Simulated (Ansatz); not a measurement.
# Nb2COF MXene bilayer (AB) in a perpendicular field

What dipole does a perpendicular field induce in the Nb2COF MXene bilayer (AB)? A positive field points along +c.

Main program and level: Ansatz 0.2.0; plane-wave DFT, PBE-D3(BJ), Ansatz PAW, in the first sound run; inputs show where later runs differ.

**1. The starting structure**

The cell holds 10 atoms: 2 F, 4 Nb, 2 C and 2 O. Its edges and angles: a = 3.151 Å, b = 3.151 Å, c = 54.785 Å, α = 90.0°, β = 90.0°, γ = 120.0°. Regions: layer 1: Nb2COF MXene, 5 atoms (1 F, 2 Nb, 1 C and 1 O); layer 2: Nb2COF MXene, 5 atoms (1 F, 2 Nb, 1 C and 1 O). Vacuum lies along c.

**2. Relaxing the slab**

The starting cell is a guess, so the in-plane lattice and the atoms are relaxed first, with the slab cut off from its images along the normal.

Contents of input.yaml:

```yaml
crystal:
  lattice:
    - [3.150576, 0.0, 0.0]
    - [-1.575288, 2.7284788526, 0.0]
    - [0.0, 0.0, 54.7853847394]
  atoms:
    - { symbol: F, position: [0.3333333333, 0.6666666667, 0.3915277788] }
    - { symbol: Nb, position: [0.6666666667, 0.3333333333, 0.4086253986], spin: 1.0 }
    - { symbol: C, position: [0.0, 0.0, 0.4313163655] }
    - { symbol: Nb, position: [0.3333333333, 0.6666666667, 0.4540073324], spin: 1.0 }
    - { symbol: O, position: [0.6666666667, 0.3333333333, 0.4744457394] }
    - { symbol: F, position: [0.6666666667, 0.3333333333, 0.5255542606] }
    - { symbol: Nb, position: [0.0, 0.0, 0.5426518805], spin: -1.0 }
    - { symbol: C, position: [0.3333333333, 0.6666666667, 0.5653428473] }
    - { symbol: Nb, position: [0.6666666667, 0.3333333333, 0.5880338142], spin: -1.0 }
    - { symbol: O, position: [0.0, 0.0, 0.6084722212] }
  periodic: [true, true, false]
magnetization:
  spin_polarized: true
kpoints:
  mp_grid: { grid: [12, 12, 1] }
hamiltonian:
  xc: pbe
  dispersion: d3bj
scf:
  occupations: { method: fermi_dirac, width: 0.05 }
  convergence: { dr2_threshold: 1.0e-09 }
relax:
  f_tol: 0.004
  max_steps: 90
  cell: {}
output:
  write_potential: true
  write_density: true
  volumetric_format: npy
```

Command:

```sh
> ansatz run input.yaml --threads 4 --pin off --max-ram 12288MiB --backend cpu --events-out ev --progress --plain --runs-dir out
```

Numbers of over 12 decimals in the logs are rounded to 6 here.

What it wrote:

```text
Warning: relax.cell: scf.convergence.dr2_threshold = 1e-9 eV is looser than the 2.08781314795e-10 eV advised for a relaxation that steers and ends on the stress (1e-10 eV for each atom of the cell: 10, times the square of relax.cell.stress_2d_tol = 0.05 N/m over 21.9 Å (the atoms' height at the walk's start and 5 Å past either face), 2.285e-2 GPa, over a crystal's default 0.05). What an SCF threshold leaves in a stress goes as its square root, and in the free energy as the threshold itself, and one threshold admits the most on a small cell: [figures from the program's tests cut] Set scf.convergence.dr2_threshold to 2.08781314795e-10 eV or tighter. [rest of the remark cut]
Engine: ansatz 0.2.0, x86_64-unknown-linux-gnu
Pseudopotentials: kind: paw
Pseudopotential: F, paw, valence charge 7, recommended cutoff 420 eV (normal), F.paw.azcp
Pseudopotential: Nb, paw, valence charge 13, recommended cutoff 420 eV (normal), Nb.paw.azcp
Pseudopotential: C, paw, valence charge 4, recommended cutoff 420 eV (normal), C.paw.azcp
Pseudopotential: O, paw, valence charge 6, recommended cutoff 420 eV (normal), O.paw.azcp
Functional definition: PBE
  parameter kappa = 0.804
  parameter beta = 0.066725
  exchange = pbe_x(kappa = kappa, mu = beta*pi^2/3)
  correlation = pbe_c(beta = beta)
Crystal: 10 atoms, lattice volume = 470.951 Å³
Basis set: ecut = 420 eV, 9099 PW (Γ), exchange–correlation on 48×48×750 points (8 copies of the dense FFT grid, shifted against one another)
Bands: 55, of which v1, the nominal top of the filled ones, is band 43 counted from 1 (42 counted from 0)
Symmetry: 6 space group operations
Space group: P3m1 (ITA 156), of the structure as read, at distance tolerance 7.8e-5 Å
Magnetic group: BNS 156.49 (UNI 1279), of the structure as read, at distance tolerance 7.8e-5 Å
k-points: 19 of 144 (time reversal used)
Non-local potential: F, projectors of the file, l = 0: 2, l = 1: 2, l = 2: 1
Non-local potential: Nb, projectors of the file, l = 0: 3, l = 1: 2, l = 2: 2, l = 3: 1
Non-local potential: C, projectors of the file, l = 0: 2, l = 1: 2, l = 2: 1
Non-local potential: O, projectors of the file, l = 0: 2, l = 1: 2, l = 2: 1
PAW form: soft (Blöchl's): semilocal exchange-correlation on the pseudo side does not see the compensation charge
PAW one-centre angular grid: F, 110 points (default); XC on 64 Gauss nodes
PAW one-centre angular grid: Nb, 590 points (default); XC on 64 Gauss nodes
PAW one-centre angular grid: C, 110 points (default); XC on 64 Gauss nodes
PAW one-centre angular grid: O, 110 points (default); XC on 64 Gauss nodes
Initial density: superposition of atomic densities (neutral atoms: chi_scale 0, normalization atom)
Starting moments: Σ|m| = 4 μB on 4 of 10 sites
Starting magnetic order: compensated ferrimagnet; no operation exchanges its spin sublattices
Initial wavefunctions: pseudopotential atomic-orbital guess
Functional: x = pbe(κ = 0.804, μ = 0.219515), c = pbe(β = 0.066725)
SCF iter   1: F=—  HF=-21480.631261 eV  |F-HF|=—  |Δ(HF+E_count)|=         —  Δρ=4.72e-2 (↑4.72e-2 ↓4.72e-2)  dr2=7.64e1  dr2_m=3.50e-1  M=-0.001 μB ∫|m|=1.420 μB  β_m=0.30  ethr=3.10e-3  ⟨swp⟩=12.0  Hψ=13985  notcnv=0  defer=31
Mixer restart at iter 1: flushing history
preconditioner: auto → LDOS  [metal: Δε(μ)=0.036 eV  Ē_g=10.453 eV  σ=0.050 eV  W_gap=0.17  n_scr=34 (ndim 8)  ℏωp=12.1 eV  f_vac=0.726  D(μ)=2.80/eV (n_scr^D=18)]
spin=Collinear: LDOS preconditioning applied to the charge; magnetization (m = ρ↑ − ρ↓) channel mixes plain (no charge-response kernel on spin).
SCF iter   2: F=—  HF=-21470.953917 eV  |F-HF|=—  |Δ(HF+E_count)|=    9.68e0  Δρ=2.32e-2 (↑2.32e-2 ↓2.32e-2)  dr2=1.95e1  dr2_m=1.84e-1  M=-0.000 μB ∫|m|=1.264 μB  β_m=0.44  ethr=3.10e-3  ⟨swp⟩=5.2  Hψ=6845  notcnv=0  defer=78
SCF iter   3: F=—  HF=-21468.802494 eV  |F-HF|=—  |Δ(HF+E_count)|=    2.15e0  Δρ=7.22e-3 (↑7.16e-3 ↓7.22e-3)  dr2=5.56e-1  dr2_m=4.38e-2  M=0.100 μB ∫|m|=0.915 μB  β_m=0.58  ethr=3.10e-3  ⟨swp⟩=5.6  Hψ=6050  notcnv=0  defer=84
SCF iter   4: F=—  HF=-21468.932221 eV  |F-HF|=—  |Δ(HF+E_count)|=   1.30e-1  Δρ=3.05e-3 (↑2.88e-3 ↓3.05e-3)  dr2=8.75e-2  dr2_m=1.60e-2  M=0.077 μB ∫|m|=0.626 μB  β_m=0.79  ethr=6.46e-4  ⟨swp⟩=5.7  Hψ=5181  notcnv=0  defer=64
SCF iter   5: F=—  HF=-21469.016417 eV  |F-HF|=—  |Δ(HF+E_count)|=         —  Δρ=1.51e-3 (↑1.51e-3 ↓1.48e-3)  dr2=2.70e-2  dr2_m=8.55e-3  M=0.082 μB ∫|m|=0.211 μB  β_m=0.79  ethr=1.02e-4  ⟨swp⟩=5.1  Hψ=5180  notcnv=0  defer=60
SCF iter   6: F=—  HF=-21469.016767 eV  |F-HF|=—  |Δ(HF+E_count)|=   3.50e-4  Δρ=5.73e-4 (↑5.73e-4 ↓5.31e-4)  dr2=5.92e-3  dr2_m=1.08e-3  M=0.061 μB ∫|m|=0.115 μB  β_m=0.90  ethr=3.14e-5  ⟨swp⟩=4.3  Hψ=4500  notcnv=0  defer=61
SCF iter   7: F=—  HF=-21469.017064 eV  |F-HF|=—  |Δ(HF+E_count)|=   2.97e-4  Δρ=2.36e-4 (↑2.02e-4 ↓2.36e-4)  dr2=5.02e-4  dr2_m=1.43e-4  M=0.038 μB ∫|m|=0.057 μB  β_m=0.95  ethr=6.89e-6  ⟨swp⟩=4.2  Hψ=4471  notcnv=0  defer=58
SCF iter   8: F=—  HF=-21469.017347 eV  |F-HF|=—  |Δ(HF+E_count)|=   2.84e-4  Δρ=1.29e-4 (↑1.29e-4 ↓1.07e-4)  dr2=1.46e-4  dr2_m=3.13e-5  M=0.023 μB ∫|m|=0.030 μB  β_m=0.88  ethr=5.84e-7  ⟨swp⟩=4.8  Hψ=5708  notcnv=0  defer=50
SCF iter   9: F=—  HF=-21469.017467 eV  |F-HF|=—  |Δ(HF+E_count)|=   1.19e-4  Δρ=6.04e-5 (↑6.04e-5 ↓5.05e-5)  dr2=3.70e-5  dr2_m=1.12e-5  M=0.013 μB ∫|m|=0.018 μB  β_m=0.94  ethr=1.70e-7  ⟨swp⟩=4.7  Hψ=5320  notcnv=0  defer=54
SCF iter  10: F=—  HF=-21469.017447 eV  |F-HF|=—  |Δ(HF+E_count)|=   1.91e-5  Δρ=2.97e-5 (↑2.61e-5 ↓2.97e-5)  dr2=5.17e-5  dr2_m=2.46e-6  M=0.005 μB ∫|m|=0.007 μB  β_m=0.94  ethr=4.31e-8  ⟨swp⟩=4.5  Hψ=5214  notcnv=0  defer=45
SCF iter  11: F=—  HF=-21469.017450 eV  |F-HF|=—  |Δ(HF+E_count)|=   2.28e-6  Δρ=2.07e-5 (↑1.75e-5 ↓2.07e-5)  dr2=5.31e-6  dr2_m=7.18e-7  M=0.002 μB ∫|m|=0.003 μB  β_m=0.91  ethr=4.31e-8  ⟨swp⟩=3.5  Hψ=4088  notcnv=0  defer=44
SCF iter  12: F=—  HF=-21469.017450 eV  |F-HF|=—  |Δ(HF+E_count)|=   5.84e-7  Δρ=8.58e-6 (↑8.58e-6 ↓6.74e-6)  dr2=1.79e-6  dr2_m=6.11e-8  M=-0.000 μB ∫|m|=0.001 μB  β_m=0.79  ethr=6.17e-9  ⟨swp⟩=3.8  Hψ=4923  notcnv=0  defer=43
SCF iter  13: F=—  HF=-21469.017450 eV  |F-HF|=—  |Δ(HF+E_count)|=   1.10e-7  Δρ=2.21e-6 (↑2.02e-6 ↓2.21e-6)  dr2=2.11e-7  dr2_m=1.27e-8  M=-0.000 μB ∫|m|=0.000 μB  β_m=0.80  ethr=2.09e-9  ⟨swp⟩=2.9  Hψ=3596  notcnv=0  defer=42
SCF iter  14: F=—  HF=-21469.017450 eV  |F-HF|=—  |Δ(HF+E_count)|=   9.12e-8  Δρ=8.96e-7 (↑8.96e-7 ↓8.79e-7)  dr2=9.89e-9  dr2_m=1.35e-9  M=-0.000 μB ∫|m|=0.000 μB  β_m=0.76  ethr=2.46e-10  ⟨swp⟩=3.5  Hψ=4371  notcnv=0  defer=42
[...]
relax step  12: F+E_penalty+E_count = -21471.64017074 eV  Δ(F+E_penalty+E_count) = -2.201e-4 eV  max|allowed force component| = 3.901e-3 eV/Å  Δτ_max = 0.0025 Å  P = +0.025 N/m  Ω = 461.675 Å³  energy of the carried Pulay correction = +2.075e-4 eV  fix = [c, alpha, beta]  reactions: c +0.000 N/m  (7 SCF iters, accepted)
iter 1 solved again at ethr=6.01e-8 eV; its pass at ethr=3.10e-3 eV (dr2=5.17e-5 eV) is discarded
SCF iter   1: F=—  HF=-21471.640439 eV  |F-HF|=—  |Δ(HF+E_count)|=         —  Δρ=1.21e-6 (↑1.21e-6 ↓1.21e-6)  dr2=6.67e-9  dr2_m=7.77e-12  M=0.000 μB ∫|m|=0.000 μB  β_m=0.65  ethr=6.01e-8  ⟨swp⟩=7.6  Hψ=25526  notcnv=0
eigensolver tolerance schedule: the retry pair's looser diagonalisation over-reported the residual by 7748.62 of it (diagonalisation noise at 0.18 of the residual, at the tolerance the schedule requests for it); recorded, not acted on — ethr = c·dr2/N_el stays at c = 1.0e-1
spin=Collinear: LDOS preconditioning applied to the charge; magnetization (m = ρ↑ − ρ↓) channel mixes plain (no charge-response kernel on spin).
SCF iter   2: F=—  HF=-21471.640002 eV  |F-HF|=—  |Δ(HF+E_count)|=   4.37e-4  Δρ=5.76e-7 (↑5.75e-7 ↓5.76e-7)  dr2=4.08e-9  dr2_m=2.23e-12  M=0.000 μB ∫|m|=0.000 μB  β_m=0.39  ethr=7.76e-12  ⟨swp⟩=6.8  Hψ=9212  notcnv=0
SCF iter   3: F=—  HF=-21471.640002 eV  |F-HF|=—  |Δ(HF+E_count)|=   3.23e-9  Δρ=3.49e-7 (↑3.49e-7 ↓3.48e-7)  dr2=7.68e-10  dr2_m=1.97e-12  M=0.000 μB ∫|m|=0.000 μB  β_m=0.70  ethr=4.74e-12  ⟨swp⟩=3.3  Hψ=4241  notcnv=0
SCF iter   4: F=-21471.640002 eV  HF=-21471.640002 eV  |F-HF|=3.17e-10  |Δ(HF+E_count)|=  8.00e-10  Δρ=1.87e-7 (↑1.86e-7 ↓1.87e-7)  dr2=6.12e-10  dr2_m=1.15e-13  M=0.000 μB ∫|m|=0.000 μB  ethr=1.00e-12  ⟨swp⟩=15.3  Hψ=19319  notcnv=0
the starting moments were not kept: the SCF closed with an absolute magnetisation of 8.5e-7 μB, where they sum to 4 μB in size (4 sites). That is at most 0.1 of that sum. Measured as dr2_m measures the in/out step, that magnetisation stands 4.8e-14 eV from none, at or under the dr2_threshold of 1.0e-9 eV: it is no larger than a step whose dr2_m would equal this threshold.
SCF 13 converged in 4 iterations: F = -21471.640002 eV  dr2 = 6.12e-10
relax step  13: F+E_penalty+E_count = -21471.64000203 eV  Δ(F+E_penalty+E_count) = +1.687e-4 eV  max|allowed force component| = 3.892e-3 eV/Å  Δτ_max = 0.0000 Å  P = +0.022 N/m  Ω = 461.675 Å³  fix = [c, alpha, beta]  reactions: c +0.000 N/m  stress off target by 2.17e-2 N/m on what of the cell is left free  SCF on the basis re-selected at this cell (its energy is not comparable with the rows above)  (4 SCF iters)
basis re-selected at this cell: Δ(F+E_penalty+E_count) = +1.687e-4 eV, ΔP = -0.003 N/m vs the last step (what re-selecting the basis moved, of the pressure what is left beyond the Pulay correction that the steps carried, after the strain that the cell walked since its last selection, with what the two solves' SCF thresholds leave and, on support functions, any second-order correction that the steps lacked; it is no m [...]
WARN: The output density's exchange-correlation potential varies sharply where the density is thin. Do not read a vacuum level from v_tot or v_xc, or from such a field of the output density. On a cell that repeats whose density bears no net charge and no dipole along the vacuum's axis use v_es (v_loc + v_h of the components); under efield.dipole_correction with no amplitude use v_es + v_field, which holds any externa [...]
SCF converged after 4 iterations
Magnetization: 0.0000 μB (43.0000 up, 43.0000 down)
Absolute magnetization: 0.0000 μB (∫|ρ↑−ρ↓|, with the PAW one-centre terms)
Spin contamination: 0.0000 ħ² per cell (⟨S²⟩ above its minimum at these occupations)
Per-site moments (μB) at R_I (Å): [(6.964524420631436e-10, 0.946979), (1.479999544359446e-7, 0.880737), (-5.657199216419267e-8, 0.880737), (-2.4951240477649982e-8, 0.867629), (2.5003677386493917e-8, 0.867629), (-8.131125435159441e-9, 0.938992), (-7.448168887370813e-8, 0.881239), (6.352293732181322e-8, 0.881239), (-2.986592619278834e-8, 0.865643), (6.626417720194127e-8, 0.865643)]
Free energy (F): -21471.640002 eV
Harris-Foulkes:  -21471.640002 eV  (|F-HF|=3.17e-10)
Internal energy: -21471.615365 eV  (E = F + TS)
E sigma→0 (E₀):  -21471.627684 eV
Entropy (-TS):   -0.024637 eV (-2.464 meV/atom)
Fermi energy:    -5.377710 eV
--- Per-component energies (eV) ---
  E_band       = -2106.180440
  E_kinetic    = 2525.478146
  E_local      = -708799.667130  (includes V_loc(G=0)·N_el)
  E_nonlocal   = 768.171786
  E_hartree    = 352705.455630
  E_xc         = -1109.887546
  E_vxc        = -1369.736193  (∫ρ·V_xc dr)
  E_paw        = -13205.092006  (= ΣΔE_a)
  E_vpaw       = -641.347611  (= ΣTr[D̂ρ^β])
  E_aug_tail   = 0.008964  (compensation charges beyond the density's cutoff)
  E_ewald      = 345646.644532
  E_disp       = -2.727742  (pairwise vdW)
  E_smearing   = -0.024637  (= −TS)
  E_closure    = 0.000000  (closes the sum)
  Σ components = -21471.640002   (vs F -21471.640002, Δ=0.00e0)
--- Forces (eV/Å), atoms counted from 1 ---
  atom   1  F      0.00000000     0.00000000     0.00164277
  atom   2  Nb    -0.00000000    -0.00000000    -0.00274004
  atom   3  C      0.00000000     0.00000000     0.00362308
  atom   4  Nb     0.00000000    -0.00000000    -0.00105259
  atom   5  O      0.00000000    -0.00000000    -0.00134706
  atom   6  F     -0.00000000     0.00000000    -0.00052352
  atom   7  Nb     0.00000000    -0.00000000     0.00389173
  atom   8  C      0.00000000     0.00000000     0.00012556
  atom   9  Nb     0.00000000    -0.00000000    -0.00141082
  atom  10  O      0.00000000    -0.00000000    -0.00221173
  max |Σ_I F_I| component: 2.62e-6 eV/Å
--- 2D stress c σ (N/m, compression-positive) ---
        0.021747       0.000000       0.000000
        0.000000       0.021747       0.000000
        0.000000       0.000000       0.000000
  P = ½ c Tr σ = 0.0217 N/m
--- Band table (eV; the first three rows and the last of 38) ---
  k-point 0 ↑: bands = [... 39 lower, -8.4748, -6.2201, -6.2201, -6.2187, -6.2187, -5.5005, -5.4774, -3.9243, ... 8 higher]
  k-point 1 ↑: bands = [... 39 lower, -8.5164, -6.3722, -6.3590, -6.0797, -6.0722, -5.4678, -5.4250, -3.9720, ... 8 higher]
  k-point 2 ↑: bands = [... 39 lower, -8.5545, -6.7156, -6.6815, -5.6756, -5.6631, -5.3919, -5.3216, -3.9457, ... 8 higher]
  k-point 18 ↓: bands = [... 39 lower, -9.3180, -5.6007, -5.5746, -5.2040, -5.1410, -4.4912, -4.4789, -3.5746, ... 8 higher]
  the weakly bound empty levels are not read free of the cell's end (no_gap_told)
--- Relaxed structure (11 steps of the walk, 9 accepted, 2 SCFs on fresh bases) ---
  F+E_penalty+E_count = -21471.64000203 eV   max|allowed force component| = 3.892e-3 eV/Å   (the final SCF, on the basis selected at the relaxed cell)
  cell:  # Å, volume = 461.6751 Å³
    - [3.119396, -2.3077676450087962e-18, 0]
    - [-1.559698, 2.701476, 0]
    - [0, 0, 54.7853847394]
  atoms:
    - { symbol: F, position: [0.333333, 0.666667, 0.382307] }
    - { symbol: Nb, position: [0.666667, 0.333333, 0.408292] }
    - { symbol: C, position: [-1.7763568395198024e-17, -2.2204460492583895e-17, 0.429225] }
    - { symbol: Nb, position: [0.333333, 0.666667, 0.451946] }
    - { symbol: O, position: [0.666667, 0.333333, 0.471778] }
    - { symbol: F, position: [0.666667, 0.333333, 0.523335] }
    - { symbol: Nb, position: [-1.7763568395198415e-17, -2.2204460492584086e-17, 0.548746] }
    - { symbol: C, position: [0.333333, 0.666667, 0.569721] }
    - { symbol: Nb, position: [0.666667, 0.333333, 0.592484] }
    - { symbol: O, position: [-1.776356839519845e-17, -2.2204460492583892e-17, 0.612145] }
```

The job ended after 4.7 min (4 threads of Intel Xeon 6975P-C (Granite Rapids), shared host; peak memory 1.5 GiB; 18 min of CPU time).

Step by step:

```
step  energy less that of the first step (eV)  largest force component (eV/Å)  volume (Å³)
   1                                   0.0000                          7.4208       470.95
   2                                  -2.2631                          2.0274       471.35
   3                                  -2.5827                          0.4562       460.42
   4                                  -2.6225                          0.1076       461.83
   5                                  -2.6274                          0.0473       461.91
   6                                  -2.6272                          0.2428       462.06
   7                                  -2.6284                          0.0111       462.00
   8                                  -2.6288                          0.0072       461.92
   9                                  -2.6285                          0.0713       461.94
  10                                  -2.6288                          0.0003       461.93
 11*                                  -2.6225                          0.0009       461.93
  12                                  -2.6227                          0.0039       461.67
 13*                                  -2.6226                          0.0039       461.67
```

Relaxation steps marked * repeat the geometry before them on a plane-wave basis chosen anew for their cell, so energy and pressure can jump there. Relaxation steps 6, 9 were tried and not accepted.

The run keeps the 6 symmetry operations that it works with, so distortions that break them were not tested.

```
cell as run  before  after  change
      a (Å)   3.151  3.119  -1.0 %
      b (Å)   3.151  3.119  -1.0 %
```

The atoms that moved most (Å, along periodic axes as changes of fractional coordinates times the final cell, across vacuum about the mean position):

```
atom     dx     dy      dz  length
  F1  0.000  0.000  -0.505   0.505
 Nb7  0.000  0.000   0.334   0.334
 Nb9  0.000  0.000   0.244   0.244
  C8  0.000  0.000   0.240   0.240
 O10  0.000  0.000   0.201   0.201
  O5  0.000  0.000  -0.146   0.146
  F6  0.000  0.000  -0.122   0.122
  C3  0.000  0.000  -0.115   0.115
```

The relaxed structure:

```cif
data_structure
_symmetry_space_group_name_H-M 'P 1'
_symmetry_Int_Tables_number 1
_cell_length_a 3.1194
_cell_length_b 3.1194
_cell_length_c 54.7854
_cell_angle_alpha 90.000
_cell_angle_beta 90.000
_cell_angle_gamma 120.000
_cell_volume 461.68
loop_
_atom_site_label
_atom_site_type_symbol
_atom_site_fract_x
_atom_site_fract_y
_atom_site_fract_z
_atom_site_occupancy
F1 F 0.33333 0.66667 0.38231 1
Nb2 Nb 0.66667 0.33333 0.40829 1
C3 C 0.00000 0.00000 0.42923 1
Nb4 Nb 0.33333 0.66667 0.45195 1
O5 O 0.66667 0.33333 0.47178 1
F6 F 0.66667 0.33333 0.52333 1
Nb7 Nb 0.00000 0.00000 0.54875 1
C8 C 0.33333 0.66667 0.56972 1
Nb9 Nb 0.66667 0.33333 0.59248 1
O10 O 0.00000 0.00000 0.61215 1
```

Numbers from this step:

| Quantity | Value |
| --- | --- |
| energy at zero smearing | -21471.6277 eV |

The lattice constant a goes from 3.151 to 3.119 Å.

[end of part 1 of 4]

[Logs are printed without paths, hosts, clocks, repeated set-up lines and the standing remarks that a program may print on its own settings, such as how far it seeks lower states.]

[Hosts, paths, dates, database ids (printed as entryN), source tags and the programs' standing remarks are cut or masked in the printed files.]

[Maps of the electrostatic potential energy from Ansatz leave out the sawtooth potential of an applied field or a dipole correction, so their vacuum need not be flat; planar profiles and work functions include it.]
